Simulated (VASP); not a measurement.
# Be (Fm-3m) in VASP: single point with r2SCAN

Aim: the single point of Be with r2SCAN.

Program: VASP 6.6.1. These are calculated values, not measurements. Logs are shortened: lines on timing, memory, paths and dates and some standing lists are left out, and cuts for length are marked.

## (1) The crystal as given

The structure is cubic, space group Fm-3m (No. 225). The conventional cell has a = 3.159 Å, b = 3.159 Å, c = 3.159 Å, α = 90.00°, β = 90.00°, γ = 90.00°. Be (site symmetry m-3m) is surrounded by 12 Be at 2.23 Å.

The cell was built by a generator and needn't be a form met in nature.

## (2) Single point, r2SCAN

File POSCAR:

```
Be
1.0
    2.2336164635      0.0000000000      0.0000000000
   -1.1168082318      1.9343685997      0.0000000000
    0.0000000000      0.0000000000      5.4728929166
Be
3
Direct
    0.0000000000      0.0000000000      0.0000000000
    0.3333333333      0.6666666667      0.3333333333
    0.6666666667      0.3333333333      0.6666666667
```

File INCAR.step1:

```
SYSTEM = Be
PREC = Accurate
ENCUT = 520
ISMEAR = 0
SIGMA = 0.1
LREAL = .False.
LASPH = .True.
NELM = 100
NBANDS = 10
GGA = PE
ALGO = Normal
EDIFF = 1E-4
LWAVE = .True.
LCHARG = .False.
```

File INCAR.step2:

```
SYSTEM = Be
PREC = Accurate
ENCUT = 520
EDIFF = 1E-6
ISMEAR = 0
SIGMA = 0.1
LREAL = .False.
LASPH = .True.
NELM = 100
ALGO = Normal
ISIF = 2
LWAVE = .False.
LCHARG = .False.
METAGGA = R2SCAN
LMIXTAU = .True.
NBANDS = 10
ISTART = 1
```

File KPOINTS:

```
Automatic mesh
0
Gamma
  21 21 8
  0 0 0
```

Potentials or basis: VASP PAW PBE potentials, release 64 (Be).

Command:

```bash
cat potpaw_PBE.64/Be/POTCAR > POTCAR
cp INCAR.step1 INCAR
mpirun -np 1 vasp_std > vasp.out
cp INCAR.step2 INCAR
mpirun -np 1 vasp_std > vasp.out
```

OUTCAR:

```text
SYSTEM = Be
   PREC = Accurate
   ENCUT = 520
   EDIFF = 1E-6
   ISMEAR = 0
   LREAL = .False.
   LASPH = .True.
   NELM = 100
   ISIF = 2
   METAGGA = R2SCAN
   ISTART = 1

 ion  position               nearest neighbor table
   1  0.000  0.000  0.000-   2 2.23   3 2.23   3 2.23   2 2.23   3 2.23   2 2.23
   2  0.333  0.667  0.333-   1 2.23   1 2.23   1 2.23   3 2.23   3 2.23   3 2.23
   3  0.667  0.333  0.667-   1 2.23   1 2.23   1 2.23   2 2.23   2 2.23   2 2.23

  LATTYP: Found a hexagonal cell.
 ALAT       =     2.2336164635
 C/A-ratio  =     2.4502384389

  Lattice vectors:

 A1 = (   2.2336164635,   0.0000000000,   0.0000000000)
 A2 = (  -1.1168082318,   1.9343685997,   0.0000000000)
 A3 = (   0.0000000000,   0.0000000000,   5.4728929166)

Analysis of symmetry for initial positions (statically):
=====================================================================
 Subroutine PRICEL returns following result:

  LATTYP: Found a trigonal (rhomboedric) cell.
 ALAT       =     2.2340716289
 COS(alpha) =     0.5002037173

  Lattice vectors:

 A1 = (   1.1168082317,  -0.6447895332,   1.8242976387)
 A2 = (  -0.0000000001,   1.2895790665,   1.8242976387)
 A3 = (  -1.1168082315,  -0.6447895334,   1.8242976392)

   3 primitive cells build up your supercell.

 Routine SETGRP: Setting up the symmetry group for a
 hexagonal supercell.

 Subroutine GETGRP returns: Found 12 space group operations
 (whereof 12 operations were pure point group operations)
 out of a pool of 24 trial point group operations.

The static configuration has the point symmetry D_3d.

Analysis of symmetry for dynamics (positions and initial velocities):
=====================================================================
 Subroutine PRICEL returns following result:

  LATTYP: Found a trigonal (rhomboedric) cell.
 ALAT       =     2.2340716289
 COS(alpha) =     0.5002037173

  Lattice vectors:

 A1 = (   1.1168082317,  -0.6447895332,   1.8242976387)
 A2 = (  -0.0000000001,   1.2895790665,   1.8242976387)
 A3 = (  -1.1168082315,  -0.6447895334,   1.8242976392)

   3 primitive cells build up your supercell.

 Routine SETGRP: Setting up the symmetry group for a
 hexagonal supercell.

 Subroutine GETGRP returns: Found 12 space group operations
 (whereof 12 operations were pure point group operations)
 out of a pool of 24 trial point group operations.

The dynamic configuration has the point symmetry D_3d.

 Subroutine INISYM returns: Found 12 space group operations
 (whereof 12 operations are pure point group operations),
 and found     3 'primitive' translations

----------------------------------------------------------------------------------------

                                     Primitive cell

  volume of cell :       7.8821

  direct lattice vectors                    reciprocal lattice vectors
     1.116808232 -0.644789533  1.824297639     0.447704437 -0.258482277  0.182718722
    -0.000000000  1.289579067  1.824297639     0.000000000  0.516964554  0.182718722
    -1.116808232 -0.644789533  1.824297639    -0.447704436 -0.258482277  0.182718722

  length of vectors
     2.234071629  2.234071629  2.234071629     0.548305099  0.548305099  0.548305099

  position of ions in fractional coordinates (direct lattice)
     0.000000000  0.000000000  0.000000000

  ion indices of the primitive-cell ions
   primitive index   ion index
                 1           1

----------------------------------------------------------------------------------------

 KPOINTS: Automatic mesh

Automatic generation of k-mesh.
 Grid dimensions read from file:
 generate k-points for:   21   21    8

 Generating k-lattice:

  Cartesian coordinates                     Fractional coordinates (reciprocal lattice)
     0.021319259  0.012308680  0.000000000     0.047619048 -0.000000000  0.000000000
     0.000000000  0.024617360  0.000000000     0.000000000  0.047619048  0.000000000
     0.000000000  0.000000000  0.022839840     0.000000000  0.000000000  0.125000000

  Length of vectors
     0.024617360  0.024617360  0.022839840

  Shift w.r.t. Gamma in fractional coordinates (k-lattice)
     0.000000000  0.000000000  0.000000000

 Subroutine IBZKPT returns following result:
 ===========================================

 Found    351 irreducible k-points:

 Following reciprocal coordinates:
            Coordinates               Weight
  0.000000  0.000000  0.000000      1.000000
  0.047619  0.000000  0.000000      6.000000
  0.095238  0.000000  0.000000      6.000000
  0.142857  0.000000  0.000000      6.000000
  0.190476  0.000000  0.000000      6.000000
  0.238095  0.000000  0.000000      6.000000
[... 16 lines left out ...]
  0.142857  0.095238  0.000000     12.000000
  0.190476  0.095238  0.000000     12.000000
 [... further k-points ...]
   k-points           NKPTS =    351   k-points in BZ     NKDIM =    351   number of bands    NBANDS=     10
   number of dos      NEDOS =    301   number of ions     NIONS =      3
   total plane-waves  NPLWV =  13608
   dimension x,y,z NGX =    18 NGY =   18 NGZ =   42
   dimension x,y,z NGXF=    36 NGYF=   36 NGZF=   84
   ions per type =               3
   NGX,Y,Z   is equivalent  to a cutoff of  13.40, 13.40, 12.76 a.u.
   NGXF,Y,Z  is equivalent  to a cutoff of  26.79, 26.79, 25.52 a.u.
 SYSTEM =  Be
   PREC   = accura    normal or accurate (medium, high low for compatibility)
   ISTART =      1    job   : 0-new  1-cont  2-samecut
   ICHARG =      0    charge: 1-file 2-atom 10-const
   ISPIN  =      1    spin polarized calculation?
   LNONCOLLINEAR =      F non collinear calculations
   LSORBIT =      F    spin-orbit coupling
   LASPH  =      T    aspherical Exc in radial PAW
   ENCUT  =  520.0 eV  38.22 Ry    6.18 a.u.   4.15  4.15 10.18*2*pi/ulx,y,z
   NELM   =    100;   NELMIN=  2; NELMDL=  0     # of ELM steps
   EDIFF  = 0.1E-05   stopping-criterion for ELM
   LREAL  =      F    real-space projection
   EDIFFG = 0.1E-04   stopping-criterion for IOM
   NSW    =      0    number of steps for IOM
   IBRION =     -1    ionic relax: 0-MD 1-quasi-New 2-CG
   NFREE  =      0    steps in history (QN), initial steepest desc. (CG)
   ISIF   =      2    stress and relaxation
   ISYM   =      2    0-nonsym 1-usesym 2-fastsym
   POTIM  = 0.5000    time-step for ionic-motion
   TEBEG  =    0.0;   TEEND  =   0.0 temperature during run
   PSTRESS=    0.0 pullay stress
   NELECT =       6.0000    total number of electrons
   NUPDOWN=      -1.0000    fix difference up-down
   EMIN   =  10.00;   EMAX   =-10.00  energy-range for DOS
   EFERMI =   0.00;   METHOD = LEGACY
   ISMEAR =     0;   SIGMA  =   0.10  broadening in eV -4-tet -1-fermi 0-gaus
   EFERMI_NEDOS =   21; number of points for ismear=-14 and -15
   IALGO  =     38    algorithm
   IMIX   =      4    mixing-type and parameters
     AMIX     =   0.40;   BMIX     =  1.00
     AMIX_MAG =   1.60;   BMIX_MAG =  1.00
  volume/ion in A,a.u.               =       7.88        53.19
  Fermi-wavevector in a.u.,A,eV,Ry     =   1.036423  1.958555 14.615002  1.074172
  Thomas-Fermi vector in A             =   2.170813
   LORBIT       =      0    0 simple, 1 ext, 2 COOP (PROOUT), +10 PAW based schemes
   METAGGA = R2SCAN    functional components
   LHFCALC =     F    Hartree Fock is set to
   AEXX    =    0.0000 exact exchange contribution
   IVDW    =     0    specifies the selected vdW correction
   LEPSILON=     F    determine dielectric tensor
   LRPA    =     F    only Hartree local field effects (RPA)
 non-spin polarized calculation
 Gauss-broadening in eV      SIGMA  =   0.10
  energy-cutoff  :      520.00
  volume of cell :       23.65
 maximum number of plane-waves:       660
 NGX is ok and might be reduce to    18
   NGX =  9   NGY =  9   NGZ = 21

 number of electron       6.0000000 magnetization

 Free energy of the ion-electron system (eV)
  ---------------------------------------------------
  ext. energy  EPLUGINS =         0.00000000
  ---------------------------------------------------
  free energy    TOTEN  =       -12.76788316 eV

  energy without entropy =      -12.76622915  energy(sigma->0) =      -12.76705615

 E-fermi :   7.6635     XC(G=0): -11.2715

 val. band max:        7.6623892198   @ k =   0.0476   0.0476   0.5000
 cond. band min:       7.6893682232   @ k =   0.4762   0.0476   0.3750
 fundamental gap:      0.0269790034
 Fermi energy:         7.6634911383

 k-point     1 :       0.0000    0.0000    0.0000
  band No.  band energies     occupation
      1      -5.1044      2.00000
      2      -1.1831      2.00000
      3      -1.1831      2.00000
      4      13.0321      0.00000
      5      13.0321      0.00000
      6      26.0101      0.00000
      7      26.0101      0.00000
      8      26.0101      0.00000
      9      26.0101      0.00000
     10      28.7535      0.00000

 k-point     2 :       0.0476    0.0000    0.0000
  band No.  band energies     occupation
      1      -5.0322      2.00000
      2      -1.1065      2.00000
      3      -1.1064      2.00000
      4      13.0693      0.00000
      5      13.0743      0.00000
      6      24.8555      0.00000
      7      25.0164      0.00000
      8      26.5072      0.00000
      9      26.6050      0.00000
     10      28.2014      0.00000

 k-point     3 :       0.0952    0.0000    0.0000
  band No.  band energies     occupation
      1      -4.8154      2.00000
      2      -0.8776      2.00000
      3      -0.8769      2.00000
      4      13.1633      0.00000
      5      13.2074      0.00000
      6      23.1699      0.00000
      7      23.8558      0.00000
      8      26.2434      0.00000
      9      26.6297      0.00000
     10      26.6330      0.00000
[... 248 lines left out ...]
 k-point    23 :       0.1429    0.0952    0.0000
  band No.  band energies     occupation
      1      -3.7305      2.00000
      2       0.2532      2.00000
      3       0.2552      2.00000
      4      13.4540      0.00000
      5      13.7194      0.00000
      6      19.2189      0.00000
      7      19.8847      0.00000
      8      21.9439      0.00000
      9      23.2601      0.00000
     10      24.0663      0.00000

 k-point    24 :       0.1905    0.0952    0.0000
  band No.  band energies     occupation
      1      -3.0795      2.00000
      2       0.9159      2.00000
      3       0.9200      2.00000
      4      13.0416      0.00000
      5      14.0809      0.00000
      6      17.8961      0.00000
      7      18.6352      0.00000
      8      19.6348      0.00000
      9      21.5009      0.00000
     10      23.1989      0.00000

 [... further k-points ...]

------------------------ aborting loop because EDIFF is reached ----------------------------------------

  FORCE on cell =-STRESS in cart. coord.  units (eV):
  Direction    XX          YY          ZZ          XY          YZ          ZX
  --------------------------------------------------------------------------------------
  -------------------------------------------------------------------------------------
  Total        0.0260324      0.0260324      0.0259307     -0.0000000      0.0000000      0.0000000
  in kB        1.7638403      1.7638403      1.7569551     -0.0000000      0.0000000      0.0000000
  external PRESSURE =       1.7615452 kB  Pullay stress =       0.0000000 kB

 VOLUME and BASIS-vectors are now :
 -----------------------------------------------------------------------------
  energy-cutoff  :      520.00
  volume of cell :       23.65
      direct lattice vectors                 reciprocal lattice vectors
     2.233616464  0.000000000  0.000000000     0.447704436  0.258482277  0.000000000
    -1.116808232  1.934368600  0.000000000     0.000000000  0.516964554  0.000000000
     0.000000000  0.000000000  5.472892917     0.000000000  0.000000000  0.182718722

 POSITION                                       TOTAL-FORCE (eV/Angst)
 -----------------------------------------------------------------------------------
      0.00000      0.00000      0.00000         0.000000      0.000000      0.000000
     -0.00000      1.28958      1.82430         0.000000      0.000000      0.000000
      1.11681      0.64479      3.64860        -0.000000     -0.000000     -0.000000
 -----------------------------------------------------------------------------------
    total drift:                               -0.000000     -0.000000      0.000000

  FREE ENERGIE OF THE ION-ELECTRON SYSTEM (eV)
  ---------------------------------------------------
  free  energy   TOTEN  =       -12.7678831578 eV

  energy  without entropy=      -12.7662291508  energy(sigma->0) =      -12.76705615
```

Wall time 3.1 min (1 thread of AMD EPYC 7R13 (Zen 3), shared host); peak memory 0.16 GiB.

What came out:

| Property | Result |
| --- | --- |
| Free energy | -12.7679 eV |
| Pressure | 0.2 GPa |
| Band gap on the k mesh | none (metal or under the smearing width) |

Caveat: the PAW data sets were made with another functional, which shifts forces and pressure a little.
